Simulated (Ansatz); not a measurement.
## WC-type PbS

Method: r²SCAN, scalar-relativistic; no spin polarisation; PAW, 500 eV, 10×10×10 k-mesh, Gaussian smearing of 0.05 eV; code Ansatz; PAW files: Ansatz's generated set soft_2.

```
Pb S
1.0
     4.04819    0.00000    0.00000
    -2.02409    3.50583    0.00000
     0.00000    0.00000    3.78417
Pb S
1 1
Direct
  0.00000 0.00000 0.00000
  0.66667 0.33333 0.50000
```

The start was a prototype's sites filled with these elements. The Crystallography Open Database lists the compound in space groups C2/m, Fm-3m (rock salt), so this is a trial structure.

Path: Γ–M–K–Γ–A–L–H–A | L–M | H–K, with Γ = (0.000, 0.000, 0.000), M = (0.500, 0.000, 0.000), K = (0.333, 0.333, 0.000), A = (0.000, 0.000, 0.500), L = (0.500, 0.000, 0.500), H = (0.333, 0.333, 0.500) in reciprocal vectors of the calculation's cell.

Q: Is it a metal or an insulator, and if it has a gap, where are the band edges on this path?

A: A metal: bands cross the Fermi level.

Levels between -5 and 3 eV from the Fermi level at the path's named points:
```tsv
point	below E_F (eV)	above E_F (eV)
Γ	-2.44 -1.82 -1.82	
M	-2.88 -1.80 -1.38	2.12
K	-4.39 -1.22	0.15 2.18
A	-1.24 -1.24	0.11 1.33
L	-4.32 -4.27 -1.58	2.35
H	-4.38 -4.17 -2.52 -0.29
```

Scalar-relativistic only: spin–orbit splittings of the heavy atoms' levels are missing.
